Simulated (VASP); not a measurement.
Set up this calculation in VASP 6.6.1, as the native input.

- Task: relaxation of cell and atoms
- Functional: LDA
- Potentials or basis: VASP PAW LDA potentials, release 64 (Cs_sv, I, Sn_d)
- Cutoff: 600 eV
- k mesh: 4 × 4 × 4
- Occupations: gaussian, width 0.02 eV
- Spin: no spin polarisation
- Ladder: gaps
- Further INCAR settings: ALGO = Fast; EDIFF = 1e-07; IBRION = 2; EDIFFG = -0.01; NSW = 60; ISIF = 3

The structure of CsSnI3 lies in POSCAR:

```
CsSnI3
1.0
    6.2057000000      0.0000000000      0.0000000000
    0.0000000000      6.2057000000      0.0000000000
    0.0000000000      0.0000000000      6.2057000000
Cs I Sn
1 3 1
Direct
    0.0000000000      0.0000000000      0.0000000000
    0.5000000000      0.5000000000      0.0000000000
    0.5000000000      0.0000000000      0.5000000000
    0.0000000000      0.5000000000      0.5000000000
    0.5000000000      0.5000000000      0.5000000000
```

These files were run (other wordings do the same):

INCAR

```
SYSTEM = CsSnI3
PREC     = Accurate       ! precision mode
ENCUT    = 600            ! plane-wave cutoff, eV
EDIFF    = 1E-7           ! SCF threshold, eV
ISMEAR   = 0              ! smearing method
SIGMA    = 0.02           ! smearing width, eV
LREAL    = .False.        ! projectors in reciprocal space
LASPH    = .True.         ! aspherical terms in the spheres
NELM     = 80             ! most SCF steps
ALGO     = Fast           ! electronic algorithm
ISIF     = 3              ! what is computed and relaxed
LWAVE    = .False.        ! write WAVECAR
LCHARG   = .False.        ! write CHGCAR
IBRION   = 2              ! ionic algorithm
NSW      = 60             ! ionic steps
EDIFFG   = -0.01          ! ionic threshold
KPAR     = 2
```

KPOINTS

```
regular mesh
0
Gamma
  4 4 4
  0 0 0
```

Potentials or basis: VASP PAW LDA potentials, release 64 (Cs_sv, I, Sn_d).

Command:

```sh
$ cat potpaw_LDA.64/Cs_sv/POTCAR potpaw_LDA.64/I/POTCAR potpaw_LDA.64/Sn_d/POTCAR > POTCAR
$ mpirun -np 2 vasp_std > vasp.out
```

It gave:

| Property | Result |
| --- | --- |
| Relaxed volume | 44.33 Å³/atom |
| Relaxed cell | a = 6.052 Å, b = 6.052 Å, c = 6.052 Å, α = 90.00°, β = 90.00°, γ = 90.00° |
| Space group after relaxing (to 0.05 Å) | Pm-3m (No. 221) |
| Energy gained by relaxing | 14.2 meV/atom |
| Ionic steps | 5 |
| Pressure after relaxing | 0.0 GPa |
| Band gap on the k mesh | none (metal or under the smearing width) |

Wall time 4.1 min on 2 MPI ranks on AMD EPYC 7R13 Processor (Zen 3) (shared host), peak memory 0.31 GiB a rank.
